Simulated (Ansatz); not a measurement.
Contact densities of CsCl against volume

```
Cs Cl
1.0
     4.12300    0.00000    0.00000
     0.00000    4.12300    0.00000
     0.00000    0.00000    4.12300
Cs Cl
1 1
Direct
  0.00000 0.00000 0.00000
  0.50000 0.50000 0.50000
```

Atom numbers follow the list: Cs1, Cl2.

The cell is COD entry 9008789, as deposited and not checked against the literature; nothing was relaxed.

No spin–orbit coupling, which matters for the heavy atoms here.

Method: Ansatz 0.2.0, DFT, PBEsol, all-electron PAW with datasets made for the crystal, scalar-relativistic.

Sampling and basis: a Γ-centred 6×6×6 k mesh, Fermi–Dirac smearing of 0.03 eV, cutoff 200 eV (chosen by the program for this cell), no spin polarisation.

The contact density is the mean electron density over the nuclear volume; its changes follow the s electrons' response to bonding and compression. Changes below are taken from the unscaled cell, where it is 1.89767e+06 e/Å³ at Cs1, 24041.4 e/Å³ at Cl2.

Volumes at which the program chose other datasets or cutoffs are left out.

```tsv
V/V(cell)	P (GPa)	Δρ(0) Cs1 (e/Å³)	Δρ(0) Cl2 (e/Å³)
0.9900	-0.5	?	-0.01
1.0000	-0.7	0.00	0.00
1.0100	-0.8	-0.18	0.01
1.0200	-0.9	?	0.02
1.0400	-1.2	-0.71	0.04
1.0600	-1.4	?	0.06
```

Task: Fill in "Δρ(0) Cs1 (e/Å³)" for the row "0.9900".

Result: 0.19.

Task: Give the missing entry: row "1.0200", column "Δρ(0) Cs1 (e/Å³)".

Result: -0.36.

Task: Give the missing entry: row "1.0600", column "Δρ(0) Cs1 (e/Å³)".

Result: -1.08.

The datasets are made afresh for each cell, so very small changes are uncertain. Scalar relativity leaves out the p1/2 density at heavy nuclei.
